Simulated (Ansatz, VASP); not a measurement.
Two plane-wave programs on BN

```
CELL_PARAMETERS angstrom
0.00000 1.80282 1.80282
1.80282 0.00000 1.80282
1.80282 1.80282 0.00000
ATOMIC_POSITIONS crystal
B 0.00000 0.00000 0.00000
N 0.25000 0.25000 0.25000
```

Alike in both runs: functional PBEsol; k mesh 17 × 17 × 17; occupations fermi-dirac, width 0.08 eV; no spin polarisation.

Ansatz relaxed the structure, and its values are those at the end. VASP's run is a single point on that final structure, the one shown.

|  | VASP | Ansatz |
| --- | --- | --- |
| version | VASP 6.6.1 | Ansatz 0.2.0 |
| potentials or method | VASP PAW PBE potentials, release 64 (B, N) | PAW with Ansatz's default frozen-core files, scalar-relativistic |
| plane-wave cutoff (eV) | 520 | 420 |
| valence electrons in the cell | 8 | 8 |

```tsv
	VASP	Ansatz	Ansatz less VASP
gap on the k mesh at the Fermi level (eV)	4.33	4.34	+0.013
pressure (GPa)	0.6	0.0	-0.63
```

Caveats: the PAW data sets were made with another functional, which shifts forces and pressure a little (VASP); an odd mesh through Γ misses points on the zone boundary, where band edges often lie.
